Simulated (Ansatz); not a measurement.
# InP: the cost of one run

Program: Ansatz 0.2.0. Level of theory: DFT HSE06, scalar-relativistic, plane waves, PAW. These are calculated values, not measurements.

The COD entry's cell or inner coordinates are ideal or old and differ from later refinements, so a difference from it is no clean test against experiment.

4 further runs of the same task are left out: 4 set aside as unsound or not needed.

**1. The structure to begin with**

The structure is cubic, space group F-43m (No. 216). The conventional cell has a = 5.960 Å, b = 5.960 Å, c = 5.960 Å, α = 90.00°, β = 90.00°, γ = 90.00°. Around In (site symmetry -43m) lie 4 P at 2.58 Å. Around P (site symmetry -43m) lie 4 In at 2.58 Å.

Structure file:

```cif
data_structure
_symmetry_space_group_name_H-M 'F-43m'
_symmetry_Int_Tables_number 216
_cell_length_a 5.9601
_cell_length_b 5.9601
_cell_length_c 5.9601
_cell_angle_alpha 90.000
_cell_angle_beta 90.000
_cell_angle_gamma 90.000
_cell_volume 211.72
loop_
_atom_site_label
_atom_site_type_symbol
_atom_site_symmetry_multiplicity
_atom_site_Wyckoff_symbol
_atom_site_fract_x
_atom_site_fract_y
_atom_site_fract_z
_atom_site_occupancy
In1 In 4 a 0.00000 0.00000 0.00000 1
P1 P 4 d 0.25000 0.25000 0.75000 1
```

It is the result of an earlier relaxation at this level (volume 26.46 Å³/atom; gap on the mesh: 0.44 eV).

**2. The same geometry with HSE06**

Input file input.yaml:

```yaml
crystal:
  lattice:
    - [0.0, 2.9800342177, 2.9800342177]
    - [2.9800342177, 0.0, 2.9800342177]
    - [2.9800342177, 2.9800342177, 0.0]
  atoms:
    - { symbol: In, position: [0.0, 0.0, 0.0] }
    - { symbol: P, position: [0.25, 0.25, 0.25] }
basis:
  ecutwfc: 420
kpoints:
  mp_grid: { grid: [6, 6, 6] }
  band_path:
    path:
      - [[0.0, 0.0, 0.0], [-0.5, -0.5, 0.0], [-0.375, -0.375, 0.25]]
      - [[-0.375, 0.0, 0.375], [0.0, 0.0, 0.0], [0.0, 0.0, 0.5], [-0.5, -0.25, 0.25], [-0.5, -0.5, 0.0]]
    npoints: 4
hamiltonian:
  xc: hse06
scf:
  occupations: { method: gaussian, width: 0.02 }
output:
  forces: true
  stress: true
  eigenvalues: true
  populations: true
  dos: { projected: true, de: 0.02 }
  bader: false
  write_density: true
  write_potential: true
  elf: true
  volumetric_format: npy
```

The run is started by

```console
ansatz run input.yaml --threads 2 --pin off --max-ram 5120MiB --backend cpu --events-out ev --progress --plain --runs-dir out
```

**Question.** How long does this run take on 2 threads of Arm Neoverse V2, shared host, and how much memory does it need?

About 2.4 min, with a peak of 1.5 GiB.
